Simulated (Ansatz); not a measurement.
**In in Ansatz: the effect of functional**

Crystal: In.

```
CELL_PARAMETERS angstrom
3.29041 0.00000 0.00000
-1.64520 2.84957 0.00000
0.00000 0.00000 5.43469
ATOMIC_POSITIONS crystal
In 0.66667 0.33333 0.75000
In 0.33333 0.66667 0.25000
```

This isn't the form of In at room conditions, which is tetragonal.

The cell isn't the ideal one: volume scaled by 0.96.

Alike in all runs:

```yaml
Program: Ansatz 0.2.0
Task: single point
Potentials_or_basis: Ansatz PAW
k_mesh: 9 × 9 × 5
Occupations: fermi-dirac, width 0.05 eV
Spin: no spin polarisation
```

```csv
functional,cutoff,pressure (GPa)
LDA,420 eV (not typed: the program's choice for these potentials),-1.4
PBEsol,420 eV (not typed: the program's choice for these potentials),?
r2SCAN,500 eV (not typed: the program's choice for these potentials),1.6
```

What does the run with functional PBEsol give?

Pressure 0.3 GPa.

Caveats: the PAW data sets come from PBE, with cores solved anew for the run's functional, which leaves a small shift of forces and pressure.

Runs at the PBE level aren't shown here.
